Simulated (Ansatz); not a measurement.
# Cr: how the settings move a single-point run

How sensitive is a single-point run of Cr to its settings? A reference run comes first, then one run with altered input.

Program: Ansatz 0.2.0. Level of theory: reference: DFT, LDA, PAW with Ansatz's default frozen-core files, scalar-relativistic. These are calculated values, not measurements.

## 1. The starting structure

Symmetry: Im-3m, No. 229, cubic system. The conventional cell has a = 2.969 Å, b = 2.969 Å, c = 2.969 Å, α = 90.00°, β = 90.00°, γ = 90.00°. Cr (site symmetry m-3m) is surrounded by 8 Cr at 2.57 Å.

As a file:

```
Cr
1.0
     2.96890    0.00000    0.00000
     0.00000    2.96890    0.00000
     0.00000    0.00000    2.96890
Cr
2
Direct
  0.00000 0.00000 0.00000
  0.50000 0.50000 0.50000
```

## 2. Baseline

File input.yaml:

```yaml
crystal:
  lattice:
    - [2.9688993551, 0.0, 0.0]
    - [0.0, 2.9688993551, 0.0]
    - [0.0, 0.0, 2.9688993551]
  atoms:
    - { symbol: Cr, position: [0.0, 0.0, 0.0], spin: 1.2, spin_axis: [-1.0, 0.0, 0.0] }
    - { symbol: Cr, position: [0.5, 0.5, 0.5], spin: 1.2, spin_axis: [1.0, 0.0, 0.0] }
magnetization:
  noncollinear: true
  spin_spiral: { q: [0.0, 0.0, 0.0] }
kpoints:
  mp_grid: { grid: [12, 12, 12] }
scf:
  occupations: { method: fermi_dirac, width: 0.05 }
  lower_state_search: "off"
hamiltonian:
  xc: lda
  pseudopotentials: { kind: paw }
output:
  eigenvalues: false
```

Command:

```bash
$ ansatz run input.yaml --threads 2 --pin off --max-ram 5120MiB --backend cpu --events-out ev --progress --plain --runs-dir out
```

## 3. Changed: starting moments, lock_directions true

File input.yaml:

```yaml
crystal:
  lattice:
    - [2.9688993551, 0.0, 0.0]
    - [0.0, 2.9688993551, 0.0]
    - [0.0, 0.0, 2.9688993551]
  atoms:
    - { symbol: Cr, position: [0.0, 0.0, 0.0], spin: 1.2, spin_axis: [-0.5, 0.0, -0.8660254] }
    - { symbol: Cr, position: [0.5, 0.5, 0.5], spin: 1.2, spin_axis: [0.5, 0.0, 0.8660254] }
magnetization:
  noncollinear: true
  spin_spiral: { q: [0.0, 0.0, 0.0] }
  spin_locking: { lock_directions: true }
kpoints:
  mp_grid: { grid: [12, 12, 12] }
scf:
  occupations: { method: fermi_dirac, width: 0.05 }
  lower_state_search: "off"
hamiltonian:
  xc: lda
  pseudopotentials: { kind: paw }
output:
  eigenvalues: false
```

What does the calculation give? Wanted: for each run, ending; energy change; abs. moment.

The runs gave:

| run | ending | energy change | abs. moment (μB) | cycles | time |
| --- | --- | --- | --- | --- | --- |
| reference | converged | 0 | 2.62 | 17 | 19 s |
| 1: starting moments, lock_directions true | converged | 0.0 meV/atom | 2.62 | 12 | 5.3 min |

Residual by cycle in the longest SCF loop of each run; runs are numbered as in the table. The quantity is the density residual dr2, in eV.

```csv
cycle,reference,run 1
1,13.8,13.8
2,0.236,0.237
4,6.5e-4,8.2e-5
5,5.4e-4,0.00571
7,0.0418,0.00423
8,0.02,6.2e-4
10,4.7e-5,4.4e-8
11,9.3e-6,8.3e-9
13,1.0e-5,-
14,3.4e-6,-
16,2.8e-9,-
17,6.7e-8,-
```

What this shows: Changing the constraint on the moments leaves the energy as it was (0.0 meV/atom). Cost: 12 SCF cycles against 17, 5.3 min against 19 s.
